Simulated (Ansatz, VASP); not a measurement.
# TiTe2 in VASP and in Ansatz

```xyz
3
Lattice="3.7908 0.0000 0.0000 -1.8954 3.2830 0.0000 0.0000 0.0000 6.5542" Properties=species:S:1:pos:R:3 pbc="T T T"
Ti    0.0000    0.0000    0.0000
Te    0.0000    2.1886    1.6898
Te    1.8954    1.0943    4.8644
```

The cell was built by a generator and needn't be a form met in nature.

Alike in both runs: task single point; functional HSE06; k mesh 6 × 6 × 2; occupations fermi-dirac, width 0.02 eV; no spin polarisation.

|  | VASP | Ansatz |
| --- | --- | --- |
| version | VASP 6.6.1 | Ansatz 0.2.0 |
| potentials or method | VASP PAW PBE potentials, release 64 (Ti_sv, Te) | plane waves, PAW |
| plane-wave cutoff (eV) | 520 | 420 |
| valence electrons in the cell | 24 | 44 |

|  | VASP | Ansatz | Ansatz less VASP |
| --- | --- | --- | --- |
| pressure (GPa) | -0.3 | 0.0 | +0.26 |
| largest component of the traceless stress (GPa) | 0.39 | 0.36 | -0.024 |
| rms of the force components (eV/Å) | 0.076 | 0.072 | -0.0048 |

Atom by atom the forces differ by 0.005 eV/Å (rms over components). The two sets of potentials don't hold the same shells in valence. Ansatz warned: «filled_band_counts_differ_across_k_points».

Caveats: the k mesh is coarse (spacing up to 0.48 Å⁻¹), so the values aren't converged, least of all with exact exchange; the PAW data sets were made with another functional, which shifts forces and pressure a little (VASP); this functional lacks dispersion, which binds the layers, so the pressure and a relaxed spacing across them are unreliable. Spin-orbit coupling is left out, which matters for the levels of Te.
